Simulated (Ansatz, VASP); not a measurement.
## AlCu in VASP and in Ansatz

Contents of INCAR:

```
PREC = Accurate ; ENCUT = 520
EDIFF = 1E-7 ; ISMEAR = 0
SIGMA = 0.15 ; LREAL = False
LASPH = True ; NELM = 100
ALGO = Fast ; ISIF = 2
LWAVE = False ; LCHARG = False
NBANDS = 14
```

File KPOINTS:

```
regular mesh
0
Gamma
  16 16 16
```

POSCAR

```
AlCu
1.0
    2.9975090000      0.0000000000      0.0000000000
    0.0000000000      2.9975090000      0.0000000000
    0.0000000000      0.0000000000      2.9975090000
Al Cu
1 1
Direct
    0.0000000000      0.0000000000      0.0000000000
    0.5000000000      0.5000000000      0.6459545242
```

Input for Ansatz:

```yaml
crystal:
  lattice:
    - [2.997509, 0.0, 0.0]
    - [0.0, 2.997509, 0.0]
    - [0.0, 0.0, 2.997509]
  atoms:
    - { symbol: Al, position: [0.0, 0.0, 0.0] }
    - { symbol: Cu, position: [0.5, 0.5, 0.6459545242] }
basis:
  ecutwfc: 420
kpoints:
  mp_grid: { grid: [16, 16, 16] }
hamiltonian:
  xc: lda
scf:
  occupations: { method: gaussian, width: 0.15 }
output:
  forces: true
  stress: true
  eigenvalues: true
```

Change from the starting cell: all Cu atoms moved +0.438 Å, as atom 2 along Cartesian [0 0 1].

Alike in both runs: task single point; functional LDA; k mesh 16 × 16 × 16; occupations gaussian, width 0.15 eV; no spin polarisation.

|  | VASP | Ansatz |
| --- | --- | --- |
| version | VASP 6.6.1 | Ansatz 0.2.0 |
| potentials or method | VASP PAW LDA potentials, release 64 (Al, Cu) | scalar-relativistic, plane waves, PAW |
| plane-wave cutoff (eV) | 520 | 420 |
| valence electrons in the cell | 14 | 22 |

```tsv
	VASP	Ansatz	Ansatz less VASP
gap on the k mesh at the Fermi level (eV)	none	none	-
pressure (GPa)	0.0	-0.5	-0.51
largest component of the traceless stress (GPa)	3.91	3.82	-0.086
rms of the force components (eV/Å)	0.832	0.821	-0.0108
```

Atom by atom the forces differ by 0.011 eV/Å (rms over components). A gap of «none» marks a metal or a gap that the smearing closes. The two sets of potentials don't hold the same shells in valence.

Caveats: forces of over 1 eV/Å show positions far from the minimum, so gaps and moduli don't describe the material at rest.
